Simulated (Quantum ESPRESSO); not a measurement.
**Mn: band structure with PBEsol**

The system is Mn.

```xyz
2
Lattice="2.4836 0.0000 0.0000 -1.2418 2.1509 0.0000 0.0000 0.0000 4.0262" Properties=species:S:1:pos:R:3 pbc="T T T"
Mn    0.0000    1.4339    1.0065
Mn    1.2418    0.7170    3.0196
```

This isn't the form of Mn at room conditions, which is a 58-atom cubic cell.

| Quantity | Value |
| --- | --- |
| Program | Quantum ESPRESSO 7.5 |
| Task | band structure |
| Functional | PBEsol |
| Potentials or basis | PseudoDojo 0.4.1 SR PBEsol standard |
| Cutoff | 1306 eV |
| Density cutoff | 5225 eV |
| k mesh | 12 × 12 × 7 |
| Occupations | fermi-dirac, width 0.05 eV |
| Spin | collinear spin, ferromagnetic start |
| Starting moments | [4.0, 4.0] μB |
| Mixing beta | 0.3 |
| Most SCF iterations | 120 |
| SCF threshold | 4e-10 Ry |

```json
{"Pressure": "-11.6 GPa", "Band gap on the k mesh": "none (metal or under the smearing width)", "Net moment": "0.00 μB per cell", "Absolute moment": "0.00 μB per cell", "Valence electrons inside the program's atomic spheres": "Mn 13.42"}
```

Stress tensor (GPa, compression positive):
```
-11.47   0.00   0.00
  0.00 -11.47   0.00
  0.00   0.00 -11.91
```

Levels at the corners of the path, in eV from the Fermi level:
Spin up:
| point | band 11 | band 12 | band 13 | band 14 | band 15 | band 16 | band 17 | band 18 | band 19 | band 20 |
| --- | --- | --- | --- | --- | --- | --- | --- | --- | --- | --- |
| Γ | -0.97 | -0.94 | -0.94 | -0.47 | -0.47 | 0.07 | 0.07 | 0.65 | 1.64 | 1.64 |
| M | -3.71 | -1.38 | -1.15 | -0.94 | -0.42 | 1.86 | 1.99 | 2.08 | 3.60 | 5.67 |
| K | -2.89 | -2.67 | -1.39 | -1.39 | -0.07 | 1.48 | 1.48 | 1.65 | 6.49 | 7.55 |
| Γ | -0.97 | -0.94 | -0.94 | -0.47 | -0.47 | 0.07 | 0.07 | 0.65 | 1.64 | 1.64 |
| A | -1.55 | -1.55 | -1.02 | -1.02 | -1.02 | -1.02 | 1.21 | 1.21 | 1.21 | 1.21 |
| L | -2.66 | -2.66 | 0.20 | 0.20 | 0.84 | 0.84 | 1.99 | 1.99 | 3.16 | 3.16 |
| H | -2.75 | -2.75 | -1.61 | -1.61 | 0.04 | 0.04 | 1.71 | 1.71 | 7.74 | 7.74 |
| A | -1.55 | -1.55 | -1.02 | -1.02 | -1.02 | -1.02 | 1.21 | 1.21 | 1.21 | 1.21 |
| L | -2.66 | -2.66 | 0.20 | 0.20 | 0.84 | 0.84 | 1.99 | 1.99 | 3.16 | 3.16 |
| M | -3.71 | -1.38 | -1.15 | -0.94 | -0.42 | 1.86 | 1.99 | 2.08 | 3.60 | 5.67 |
| K | -2.89 | -2.67 | -1.39 | -1.39 | -0.07 | 1.48 | 1.48 | 1.65 | 6.49 | 7.55 |
| H | -2.75 | -2.75 | -1.61 | -1.61 | 0.04 | 0.04 | 1.71 | 1.71 | 7.74 | 7.74 |
Spin down:
```tsv
point	band 12	band 13	band 14	band 15	band 16	band 17	band 18	band 19
Γ	-0.94	-0.94	-0.47	-0.47	0.07	0.07	0.65	1.64
M	-1.38	-1.15	-0.94	-0.42	1.86	1.99	2.08	3.60
K	-2.67	-1.39	-1.39	-0.07	1.48	1.48	1.65	6.49
Γ	-0.94	-0.94	-0.47	-0.47	0.07	0.07	0.65	1.64
A	-1.55	-1.02	-1.02	-1.02	-1.02	1.21	1.21	1.21
L	-2.66	0.20	0.20	0.84	0.84	1.99	1.99	3.16
H	-2.75	-1.61	-1.61	0.04	0.04	1.71	1.71	7.74
A	-1.55	-1.02	-1.02	-1.02	-1.02	1.21	1.21	1.21
L	-2.66	0.20	0.20	0.84	0.84	1.99	1.99	3.16
M	-1.38	-1.15	-0.94	-0.42	1.86	1.99	2.08	3.60
K	-2.67	-1.39	-1.39	-0.07	1.48	1.48	1.65	6.49
H	-2.75	-1.61	-1.61	0.04	0.04	1.71	1.71	7.74
```

It took 2 min on 2 MPI ranks on Intel(R) Xeon(R) Platinum 8259CL CPU @ 2.50GHz (Skylake/Cascade Lake) (shared host), peak memory 0.28 GiB a rank.

Caveat: the starting moments collapsed, and a magnetic state may lie lower.
